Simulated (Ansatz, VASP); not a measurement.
# GaP: 3 runs at one level of theory

The starting cell:

```
CELL_PARAMETERS angstrom
0.00000 2.72525 2.72525
2.72525 0.00000 2.72525
2.72525 2.72525 0.00000
ATOMIC_POSITIONS crystal
Ga 0.00000 0.00000 0.00000
P 0.75000 0.75000 0.75000
```

Alike in all runs: task relaxation of cell and atoms; functional RPBE; dispersion D4; k mesh 8 × 8 × 8; occupations fermi-dirac, width 0.05 eV; no spin polarisation; no spin-orbit coupling.

| program and potentials | plane-wave cutoff (eV) | notes | equilibrium volume (Å³/atom) |
| --- | --- | --- | --- |
| Ansatz, Ansatz PAW | 420 | potentials made for PBE, which Ansatz adapts in part | 19.67 |
| VASP, PBE PAW files Ga_d, P, 600 eV | 600 | potentials made for PBE | 19.65 |
| Ansatz, all-electron LAPW, scalar-relativistic | - | - | 19.66 |

The equilibrium volume spans 19.65 (VASP, PBE PAW files Ga_d, P, 600 eV) to 19.67 Å³/atom (Ansatz, Ansatz PAW), with all-electron results at 19.66. Some sets were made for another functional than the one run, which can shift their rows. Relaxations stop with a little pressure left, so the last digit of a volume isn't settled.

The functional is the same throughout but for its coding, so the spread measures potentials, basis and numerics; runs on potential files found faulty are left out.
